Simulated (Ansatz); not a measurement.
Re in Ansatz: the effect of functional

Crystal: Re.

```
Re
1.0
     2.70444    0.00000    0.00000
    -1.35222    2.34211    0.00000
     0.00000    0.00000    4.36719
Re
2
Direct
  0.66667 0.33333 0.75000
  0.33333 0.66667 0.25000
```

The cell isn't the ideal one: volume scaled by 0.94.

Alike in all runs:

* Program: Ansatz 0.2.0
* Task: single point
* Potentials or basis: Ansatz PAW
* k mesh: 11 × 11 × 6
* Occupations: fermi-dirac, width 0.05 eV
* Spin: no spin polarisation

```csv
functional,cutoff,pressure (GPa)
LDA,420 eV (not typed: the program's choice for these potentials),15.4
r2SCAN,500 eV (not typed: the program's choice for these potentials),?
PBE,420 eV (not typed: the program's choice for these potentials),33.5
```

Question: What does the run with functional r2SCAN give?

Answer: Pressure 26.8 GPa.

Caveats: the PAW data sets come from PBE, with cores solved anew for the run's functional, which leaves a small shift of forces and pressure (some runs).
